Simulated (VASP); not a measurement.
Here is a VASP 6.6.1 calculation.

The input INCAR:

```
SYSTEM = Nb
PREC     = Accurate       ! precision mode
ENCUT    = 520            ! plane-wave cutoff, eV
EDIFF    = 1E-7           ! SCF threshold, eV
ISMEAR   = -1             ! smearing method
SIGMA    = 0.05           ! smearing width, eV
LREAL    = .False.        ! projectors in reciprocal space
LASPH    = .True.         ! aspherical terms in the spheres
NELM     = 80             ! most SCF steps
ALGO     = Normal         ! electronic algorithm
ISIF     = 2              ! what is computed and relaxed
LWAVE    = .False.        ! write WAVECAR
LCHARG   = .False.        ! write CHGCAR
LDIPOL   = .True.       
IDIPOL   = 3            
DIPOL    = 0.5 0.5 0.294
GGA      = PE             ! functional
EFIELD   = -0.3         
LVHAR    = .True.       
LVACPOTAV= .True.
```

Contents of KPOINTS:

```
Automatic mesh
0
Gamma
  10 10 1
  0 0 0
```

POSCAR

```
Nb
1.0
    2.5586800000      0.0000000000      0.0000000000
    0.0000000000      2.5586100000      0.0000000000
    0.0000000000      0.0000000000     23.8000000000
Nb
1
Direct
    0.0000000000      0.5000000000      0.2941200000
```

Potentials or basis: VASP PAW PBE potentials, release 64 (Nb_sv).

Command:

```sh
$ cat potpaw_PBE.64/Nb_sv/POTCAR > POTCAR
$ mpirun -np 1 vasp_std > vasp.out
```

Question: What does it give for the band gap on the k mesh?

Answer: None (metal or under the smearing width).
